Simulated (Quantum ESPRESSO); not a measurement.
As in Quantum ESPRESSO: the effect of target pressure

The system is As.

```
CELL_PARAMETERS angstrom
1.88080 1.08588 3.51406
-1.88080 1.08588 3.51406
0.00000 -2.17176 3.51406
ATOMIC_POSITIONS crystal
As 0.22600 0.22600 0.22600
As 0.77400 0.77400 0.77400
```

Alike in all runs:

* Program: Quantum ESPRESSO 7.5
* Task: phonons
* Functional: PBE
* Potentials or basis: PseudoDojo 0.4.1 SR PBE standard
* Cutoff: 1143 eV
* Density cutoff: 4572 eV
* k mesh: 6 × 6 × 6
* Occupations: cold, width 0.2 eV
* Spin: no spin polarisation

Each run relaxes the cell or the atoms first.

**Question.** One run gave: relaxed volume 14.77 Å³/atom; highest phonon frequency 189 cm⁻¹. Which target pressure did it use?
A. 25 GPa
B. 50 GPa
C. 0 GPa
D. 80 GPa
E. 10 GPa

**Answer.** B.

```csv
target pressure,relaxed volume (Å³/atom),highest phonon frequency (cm⁻¹)
0 GPa,22.42,248
10 GPa,19.23,240
25 GPa,16.97,236
50 GPa,14.77,189
80 GPa,13.43,255
```

Caveats: the mesh is thin for the phonons of a metal; the layers were relaxed without a dispersion term, so their spacing and the soft interlayer modes are unreliable; the cell is more than 3 GPa from zero pressure, which shifts response properties (some runs); the volume moved by over 15 % at a fixed basis, so the end points are rough (some runs).
